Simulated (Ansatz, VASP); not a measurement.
# Al: VASP beside Ansatz

Contents of INCAR:

```
SYSTEM = Al
ALGO     = Normal         ! electronic algorithm
EDIFF    = 1E-6           ! SCF threshold, eV
ENCUT    = 520            ! plane-wave cutoff, eV
GGA      = RE             ! functional
ISIF     = 2              ! what is computed and relaxed
ISMEAR   = -1             ! smearing method
LASPH    = .True.         ! aspherical terms in the spheres
LCHARG   = .False.        ! write CHGCAR
LREAL    = .False.        ! projectors in reciprocal space
LWAVE    = .False.        ! write WAVECAR
NBANDS   = 14             ! bands
NELM     = 80             ! most SCF steps
PREC     = Accurate       ! precision mode
SIGMA    = 0.1            ! smearing width, eV
```

KPOINTS

```
k-points
0
Gamma
  14 14 4
  0 0 0
```

Contents of POSCAR:

```
Al
1.0
    2.7809322771      0.0000000000      0.0000000000
   -1.3904661385      2.4083579982      0.0000000000
    0.0000000000      0.0000000000      9.2290599390
Al
4
Direct
    0.0000000000      0.0000000000      0.0000000000
    0.0000000000      0.0000000000      0.5000000000
    0.3333333333      0.6666666667      0.2500000000
    0.6666666667      0.3333333333      0.7500000000
```

Input for Ansatz:

```yaml
crystal:
  lattice:
    - [2.7809322771, 0.0, 0.0]
    - [-1.3904661385, 2.4083579982, 0.0]
    - [0.0, 0.0, 9.229059939]
  atoms:
    - { symbol: Al, position: [0.0, 0.0, 0.0] }
    - { symbol: Al, position: [0.0, 0.0, 0.5] }
    - { symbol: Al, position: [0.3333333333, 0.6666666667, 0.25] }
    - { symbol: Al, position: [0.6666666667, 0.3333333333, 0.75] }
hamiltonian:
  xc: revpbe
  pseudopotentials:
    kind: paw
    azcp:
      Al: "pseudopotentials/Al.paw.azcp"
basis:
  ecutwfc: 420
  fft_grid_basis: typed
kpoints:
  mp_grid: { grid: [14, 14, 4], shift: [0, 0, 0] }
magnetization:
  spin_polarized: false
scf:
  occupations: { method: fermi_dirac, width: 0.1 }
  lower_state_search: "off"
output:
  stress: true
  write_density: true
  write_potential: true
  elf: true
  volumetric_format: npy
```

Alike in both runs: task single point; functional revPBE; k mesh 14 × 14 × 4; occupations fermi-dirac, width 0.1 eV; no spin polarisation.

```csv
,VASP,Ansatz
version,VASP 6.6.1,Ansatz 0.2.0
potentials or method,"VASP PAW PBE potentials, release 64 (Al)","plane waves (420 eV) with PAW, scalar-relativistic"
plane-wave cutoff (eV),520,420
valence electrons in the cell,12,12
```

VASP gave:

```
pressure (GPa)                                  : 7.4
largest component of the traceless stress (GPa) : 0.16
```

**Question.** Which values does Ansatz return?

**Answer.** Pressure (GPa): 7.6; largest component of the traceless stress (GPa): 0.16.

Caveats: the PAW data sets were made with another functional, which shifts forces and pressure a little (VASP).
